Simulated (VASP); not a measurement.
# Ba (P6/mmm) in VASP: further runs

One crystal, Ba, is run at these levels: LDA; tasks: single point.

Program: VASP 6.6.1. These are calculated values, not measurements. Logs are shortened: lines on timing, memory, paths and dates and some standing lists are left out, and cuts for length are marked.

### 1 Starting point

It takes space group P6/mmm (No. 191, hexagonal). The conventional cell has a = 4.312 Å, b = 4.312 Å, c = 3.913 Å, α = 90.00°, β = 90.00°, γ = 120.00°. Ba (site symmetry 6/mmm) has 8 Ba at 3.91 to 4.31 Å as nearest neighbours.

This isn't the form of Ba at room conditions, which is bcc.

### 2 Single point, LDA

File INCAR:

```
SYSTEM = Ba
ADDGRID = .False.
ALGO = Normal
EDIFF = 1E-6
ENCUT = 450
GGA = CA
ISIF = 2
ISMEAR = -1
LASPH = .True.
LCHARG = .False.
LREAL = .False.
LWAVE = .False.
NBANDS = 11
NELM = 100
PREC = Accurate
SIGMA = 0.2
```

File KPOINTS:

```
k-points
0
Gamma
  4 4 3
  0 0 0
```

File POSCAR:

```
Ba
1.0
    4.3116136979      0.0000000000      0.0000000000
   -2.1558068490      3.7339669937      0.0000000000
    0.0000000000      0.0000000000      3.9134133000
Ba
1
Direct
    0.0000000000      0.0000000000      0.0000000000
```

Potentials or basis: VASP PAW LDA potentials, release 64 (Ba_sv).

Started as:

```bash
$ cat potpaw_LDA.64/Ba_sv/POTCAR > POTCAR
$ mpirun -np 1 vasp_std > vasp.out
```

OUTCAR:

```text
SYSTEM = Ba
   EDIFF = 1E-6
   ENCUT = 450
   GGA = CA
   ISIF = 2
   ISMEAR = -1
   LASPH = .True.
   LREAL = .False.
   NELM = 100
   PREC = Accurate

 Found      8 irreducible k-points:

 Following reciprocal coordinates:
            Coordinates               Weight
  0.000000  0.000000  0.000000      1.000000
  0.250000  0.000000  0.000000      6.000000
  0.500000  0.000000  0.000000      3.000000
  0.250000  0.250000  0.000000      6.000000
  0.000000  0.000000  0.333333      2.000000
  0.250000  0.000000  0.333333     12.000000
   k-points           NKPTS =      8   k-points in BZ     NKDIM =      8   number of bands    NBANDS=     11
   number of dos      NEDOS =    301   number of ions     NIONS =      1
   total plane-waves  NPLWV =  25200
   dimension x,y,z NGX =    30 NGY =   30 NGZ =   28
   dimension x,y,z NGXF=    60 NGYF=   60 NGZF=   56
   ions per type =               1
   NGX,Y,Z   is equivalent  to a cutoff of  11.57, 11.57, 11.89 a.u.
   NGXF,Y,Z  is equivalent  to a cutoff of  23.13, 23.13, 23.79 a.u.
 SYSTEM =  Ba
   PREC   = accura    normal or accurate (medium, high low for compatibility)
   ISTART =      0    job   : 0-new  1-cont  2-samecut
   ICHARG =      2    charge: 1-file 2-atom 10-const
   ISPIN  =      1    spin polarized calculation?
   LNONCOLLINEAR =      F non collinear calculations
   LSORBIT =      F    spin-orbit coupling
   LASPH  =      T    aspherical Exc in radial PAW
   ENCUT  =  450.0 eV  33.07 Ry    5.75 a.u.   7.46  7.46  6.77*2*pi/ulx,y,z
   NELM   =    100;   NELMIN=  2; NELMDL= -5     # of ELM steps
   EDIFF  = 0.1E-05   stopping-criterion for ELM
   LREAL  =      F    real-space projection
   EDIFFG = 0.1E-04   stopping-criterion for IOM
   NSW    =      0    number of steps for IOM
   IBRION =     -1    ionic relax: 0-MD 1-quasi-New 2-CG
   NFREE  =      0    steps in history (QN), initial steepest desc. (CG)
   ISIF   =      2    stress and relaxation
   ISYM   =      2    0-nonsym 1-usesym 2-fastsym
   POTIM  = 0.5000    time-step for ionic-motion
   TEBEG  =    0.0;   TEEND  =   0.0 temperature during run
   PSTRESS=    0.0 pullay stress
   NELECT =      10.0000    total number of electrons
   NUPDOWN=      -1.0000    fix difference up-down
   EMIN   =  10.00;   EMAX   =-10.00  energy-range for DOS
   EFERMI =   0.00;   METHOD = LEGACY
   ISMEAR =    -1;   SIGMA  =   0.20  broadening in eV -4-tet -1-fermi 0-gaus
   EFERMI_NEDOS =   21; number of points for ismear=-14 and -15
   IALGO  =     38    algorithm
   IMIX   =      4    mixing-type and parameters
     AMIX     =   0.40;   BMIX     =  1.00
     AMIX_MAG =   1.60;   BMIX_MAG =  1.00
  volume/ion in A,a.u.               =      63.00       425.17
  Fermi-wavevector in a.u.,A,eV,Ry     =   0.886379  1.675014 10.689660  0.785668
  Thomas-Fermi vector in A             =   2.007537
   LORBIT       =      0    0 simple, 1 ext, 2 COOP (PROOUT), +10 PAW based schemes
   GGA     = CA    functional components
   LHFCALC =     F    Hartree Fock is set to
   AEXX    =    0.0000 exact exchange contribution
   IVDW    =     0    specifies the selected vdW correction
   LEPSILON=     F    determine dielectric tensor
   LRPA    =     F    only Hartree local field effects (RPA)
 non-spin polarized calculation
  energy-cutoff  :      450.00
  volume of cell :       63.00
 maximum number of plane-waves:      1376
 NGX is ok and might be reduce to    30
   NGX = 15   NGY = 15   NGZ = 13

 number of electron      10.0000000 magnetization

 Free energy of the ion-electron system (eV)
  ---------------------------------------------------
  ext. energy  EPLUGINS =         0.00000000
  ---------------------------------------------------
  free energy    TOTEN  =        -2.16424481 eV

  energy without entropy =       -1.92413836  energy(sigma->0) =       -2.04419158

 E-fermi :   1.3260     XC(G=0):  -7.5970

 val. band max:        1.3133726132   @ k =   0.5000   0.0000   0.3333
 cond. band min:       1.4851871535   @ k =   0.0000   0.0000   0.0000
 fundamental gap:      0.1718145403
 Fermi energy:         1.3260291618

 k-point     1 :       0.0000    0.0000    0.0000
  band No.  band energies     occupation
      1     -27.5284      2.00000
      2     -12.4830      2.00000
      3     -12.4830      2.00000
      4     -12.3481      2.00000
      5      -1.2721      2.00000
      6       1.4852      0.62185
      7       3.0888      0.00030
      8       3.0888      0.00030
      9       6.3073      0.00000
     10       6.3073      0.00000
     11       7.5236      0.00000

 k-point     2 :       0.2500    0.0000    0.0000
  band No.  band energies     occupation
      1     -27.5070      2.00000
      2     -12.7436      2.00000
      3     -12.5423      2.00000
      4     -12.3213      2.00000
      5      -0.3498      1.99954
      6       1.7535      0.21104
      7       2.2679      0.01786
      8       4.1255      0.00000
      9       5.0860      0.00000
     10       6.0826      0.00000
     11       8.2342      0.00000

 k-point     3 :       0.5000    0.0000    0.0000
  band No.  band energies     occupation
      1     -27.4854      2.00000
      2     -12.9854      2.00000
      3     -12.6002      2.00000
      4     -12.2943      2.00000
      5       0.4655      1.97329
      6       1.7800      0.18731
      7       2.4839      0.00610
      8       4.3771      0.00000
      9       5.8812      0.00000
     10       6.1954      0.00000
     11       7.3448      0.00000

 k-point     4 :       0.2500    0.2500    0.0000
  band No.  band energies     occupation
      1     -27.4855      2.00000
      2     -12.8934      2.00000
      3     -12.7017      2.00000
      4     -12.2943      2.00000
      5       0.9606      1.72285
      6       1.6795      0.29171
      7       2.1396      0.03366
      8       4.6571      0.00000
      9       5.3962      0.00000
     10       5.6246      0.00000
     11       6.8362      0.00000

 k-point     5 :       0.0000    0.0000    0.3333
  band No.  band energies     occupation
      1     -27.4784      2.00000
      2     -12.9481      2.00000
      3     -12.4262      2.00000
      4     -12.4262      2.00000
      5      -0.0350      1.99779
      6       2.5029      0.00555
      7       3.5045      0.00004
      8       3.5045      0.00004
      9       4.4114      0.00000
     10       4.4114      0.00000
     11       7.1909      0.00000

 k-point     6 :       0.2500    0.0000    0.3333
  band No.  band energies     occupation
      1     -27.4576      2.00000
      2     -12.9063      2.00000
      3     -12.6713      2.00000
      4     -12.4828      2.00000
      5       0.6933      1.91889
      6       2.0515      0.05180
      7       3.0776      0.00031
      8       3.9418      0.00000
      9       4.2616      0.00000
     10       4.6195      0.00000
     11       7.7912      0.00000

 [... further k-points ...]

------------------------ aborting loop because EDIFF is reached ----------------------------------------

  FORCE on cell =-STRESS in cart. coord.  units (eV):
  Direction    XX          YY          ZZ          XY          YZ          ZX
  --------------------------------------------------------------------------------------
  -------------------------------------------------------------------------------------
  Total       -0.4712358     -0.4712358     -0.2500608      0.0000000      0.0000000      0.0000000
  in kB      -11.9834761    -11.9834761     -6.3590205      0.0000000      0.0000000      0.0000000
  external PRESSURE =     -10.1086575 kB  Pullay stress =       0.0000000 kB

 VOLUME and BASIS-vectors are now :
 -----------------------------------------------------------------------------
  energy-cutoff  :      450.00
  volume of cell :       63.00
      direct lattice vectors                 reciprocal lattice vectors
     4.311613698  0.000000000  0.000000000     0.231931724  0.133905844  0.000000000
    -2.155806849  3.733966994  0.000000000     0.000000000  0.267811687  0.000000000
     0.000000000  0.000000000  3.913413300     0.000000000  0.000000000  0.255531405

 POSITION                                       TOTAL-FORCE (eV/Angst)
 -----------------------------------------------------------------------------------
      0.00000      0.00000      0.00000         0.000000      0.000000      0.000000
 -----------------------------------------------------------------------------------
    total drift:                                0.000000      0.000000     -0.000000

  FREE ENERGIE OF THE ION-ELECTRON SYSTEM (eV)
  ---------------------------------------------------
  free  energy   TOTEN  =        -2.1642448061 eV

  energy  without entropy=       -1.9241383591  energy(sigma->0) =       -2.04419158
```

Wall time 2 s (1 thread of Intel Xeon 6975P-C (Granite Rapids), shared host); peak memory 0.14 GiB.

These settings aren't checked as converged: the numbers below hold their error.

What came out:

| Property | Result |
| --- | --- |
| Free energy | -2.1642 eV |
| Pressure | -1.0 GPa |

Caveat: the k mesh is coarse (spacing up to 0.54 Å⁻¹), so the values aren't converged; the mesh shows a gap though the element is a metal.

### 3 Single point, LDA

INCAR, as its differences from that of step 2:

```diff
@@ -4,3 +4,3 @@
 EDIFF = 1E-6
-ENCUT = 450
+ENCUT = 550
 GGA = CA
```

KPOINTS is that of step 2.

POSCAR is that of step 2.

Potentials or basis: VASP PAW LDA potentials, release 64 (Ba_sv).

Started as:

```bash
$ cat potpaw_LDA.64/Ba_sv/POTCAR > POTCAR
$ mpirun -np 1 vasp_std > vasp.out
```

Wall time 2.6 s (1 thread of Intel Xeon 6975P-C (Granite Rapids), shared host); peak memory 0.15 GiB.

These settings aren't checked as converged: the numbers below hold their error.

What came out:

```yaml
Free_energy: -2.1643 eV
Pressure: -1.0 GPa
```

Caveat: the k mesh is coarse (spacing up to 0.54 Å⁻¹), so the values aren't converged; the mesh shows a gap though the element is a metal.

### 4 Single point, LDA

INCAR, as its differences from that of step 3:

```diff
@@ -4,3 +4,3 @@
 EDIFF = 1E-6
-ENCUT = 550
+ENCUT = 700
 GGA = CA
```

KPOINTS is that of step 3.

POSCAR is that of step 3.

Started as:

```bash
$ cat potpaw_LDA.64/Ba_sv/POTCAR > POTCAR
$ mpirun -np 1 vasp_std > vasp.out
```

Wall time 3.9 s (1 thread of Intel Xeon 6975P-C (Granite Rapids), shared host); peak memory 0.18 GiB.

These settings aren't checked as converged: the numbers below hold their error.

What came out:

```yaml
Free_energy: -2.1642 eV
Pressure: -1.0 GPa
```

Caveat: the k mesh is coarse (spacing up to 0.54 Å⁻¹), so the values aren't converged; the mesh shows a gap though the element is a metal.

### 5 The reference run

An earlier run on the cell as given: functional PBE; potentials or basis VASP PAW PBE potentials, release 64 (Ba_sv); cutoff 520 eV; k mesh 7 × 7 × 7; occupations fermi-dirac, width 0.05 eV; no spin polarisation.

- Pressure: -0.1 GPa
- Band gap on the k mesh: none (metal or under the smearing width)
